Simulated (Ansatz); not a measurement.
A plane-wave DFT run in Ansatz 0.2.0 (scalar-relativistic PAW potentials unless the input names others): input and command.

```yaml
crystal:
  lattice:
    - [0.0, 1.7512818446, 1.7512818446]
    - [1.7512818446, 0.0, 1.7512818446]
    - [1.7512818446, 1.7512818446, 0.0]
  atoms:
    - { symbol: Mn, position: [0.0, 0.0, 0.0] }
basis:
  ecutwfc: 420
kpoints:
  mp_grid: { grid: [20, 20, 20] }
hamiltonian:
  xc: pbe
  hubbard: { sites: [{ species: Mn, l: d, u_eff: 5.0 }], double_counting: amf }
scf:
  occupations: { method: gaussian, width: 0.1 }
  eigensolver: { kind: davidson }
output:
  forces: true
  eigenvalues: true
  stress: true
```

```bash
ansatz run input.yaml --threads 1 --pin off --max-ram 2560MiB --backend cpu --events-out ev --progress --plain --runs-dir out
```

Abridged log:
```
Basis set: ecut = 420 eV, 181 PW (Γ), exchange–correlation on 36×36×36 points (8 copies of the dense FFT grid, shifted against one another)
Bands: 12, of which v1, the nominal top of the filled ones, is band 8 counted from 1 (7 counted from 0)
Symmetry: 48 space group operations
k-points: 256 of 8000
SCF iter   1: F=—  HF=-3899.119812 eV  |F-HF|=—  |Δ(HF+E_count)|=         —  Δρ=1.32e-1  dr2=1.29e0  ethr=8.80e-3  ⟨swp⟩=2.1  Hψ=15177  notcnv=0
SCF iter   2: F=—  HF=-3898.993929 eV  |F-HF|=—  |Δ(HF+E_count)|=   1.26e-1  Δρ=1.01e-1  dr2=6.22e-1  ethr=8.61e-3  ⟨swp⟩=3.7  Hψ=8554  notcnv=0
SCF iter   3: F=—  HF=-3898.852883 eV  |F-HF|=—  |Δ(HF+E_count)|=   1.41e-1  Δρ=2.81e-2  dr2=2.04e-2  ethr=1.29e-4  ⟨swp⟩=2.9  Hψ=13229  notcnv=0  defer=8
SCF iter   4: F=—  HF=-3898.967627 eV  |F-HF|=—  |Δ(HF+E_count)|=   1.15e-1  Δρ=2.61e-2  dr2=1.24e-2  ethr=1.29e-4  ⟨swp⟩=2.2  Hψ=5618  notcnv=0
SCF iter   5: F=—  HF=-3899.047507 eV  |F-HF|=—  |Δ(HF+E_count)|=   7.99e-2  Δρ=1.88e-2  dr2=6.72e-3  ethr=8.24e-5  ⟨swp⟩=3.0  Hψ=6753  notcnv=0
SCF iter   6: F=—  HF=-3899.089084 eV  |F-HF|=—  |Δ(HF+E_count)|=   4.16e-2  Δρ=1.27e-2  dr2=3.13e-3  ethr=4.48e-5  ⟨swp⟩=3.1  Hψ=6914  notcnv=0
SCF iter   7: F=—  HF=-3899.109386 eV  |F-HF|=—  |Δ(HF+E_count)|=   2.03e-2  Δρ=2.96e-3  dr2=1.44e-4  ethr=2.09e-5  ⟨swp⟩=2.2  Hψ=5362  notcnv=0
SCF iter   8: F=—  HF=-3899.110604 eV  |F-HF|=—  |Δ(HF+E_count)|=   1.22e-3  Δρ=7.20e-4  dr2=8.68e-6  ethr=9.57e-7  ⟨swp⟩=3.2  Hψ=5943  notcnv=0
SCF iter   9: F=—  HF=-3899.110681 eV  |F-HF|=—  |Δ(HF+E_count)|=   7.62e-5  Δρ=1.81e-4  dr2=9.32e-7  ethr=5.79e-8  ⟨swp⟩=2.9  Hψ=5317  notcnv=0
SCF iter  10: F=-3899.110685 eV  HF=-3899.110685 eV  |F-HF|=1.49e-9  |Δ(HF+E_count)|=   4.17e-6  Δρ=1.24e-5  dr2=1.01e-8  ethr=6.22e-9  ⟨swp⟩=3.3  Hψ=5698  notcnv=0
the search or the solves at the SCF's close seem to have found levels that the self-consistency loop had missed (the run counts 1). By its estimate they hold under 1e-12 electrons; where the run keeps them, the occupations were computed again with them
SCF 1 converged in 10 iterations: F = -3899.110685 eV  dr2 = 1.01e-8
  Residual-converged pass: ⟨swp⟩=3.8  Hψ=7387  notcnv=0  max |occ|·‖R‖ = 6.7e-6 eV (tolerance 6.7e-6 eV) dr2=1.21e-8  dr2_onsite=2.77e-8  max |Δocc| = 1.2e-8
SCF converged after 10 iterations
Free energy (F): -3899.110685 eV
Harris-Foulkes:  -3899.110685 eV  (|F-HF|=1.49e-9)
Internal energy: -3899.105359 eV  (E = F + TS)
E sigma→0 (E₀):  -3899.108022 eV
Entropy (-TS):   -0.005326 eV (-5.326 meV/atom)
Fermi energy:    20.344602 eV
DFT+U double counting: amf (around mean field; hamiltonian.hubbard.double_counting)
--- Forces (eV/Å), atoms counted from 1 ---
  atom   1  Mn     0.00000000     0.00000000     0.00000000
--- Stress (GPa, compression-positive) ---
       13.060548       0.000000       0.000000
        0.000000      13.060548       0.000000
        0.000000       0.000000      13.060548
  P = ⅓ Tr σ = 13.0605 GPa (130.605 kbar)
Occupation matrices written to <dir>
```

Apart from outputs, empty bands and the relaxation, which only the reference makes, the input differs from a reference run on usual settings in scf.eigensolver.kind: not typed → "davidson"; hamiltonian.hubbard: not typed → {"sites": [{"species": "Mn", "l": "d", "u_eff": 5.0}], "double_counting": "amf"}. The reference, at the same geometry, ended its own course with pressure 0.00 GPa, largest force 0.000 eV/Å, no gap on the mesh. This run converged in 10 SCF iterations with an energy at zero smearing 350 meV/atom below the reference's (the Hamiltonian itself differs), pressure 13.06 GPa, largest force 0.000 eV/Å, no gap on the mesh.

The run took 5.2 s on 1 thread of Arm Neoverse V2, with other jobs on the host, peak memory 0.29 GiB.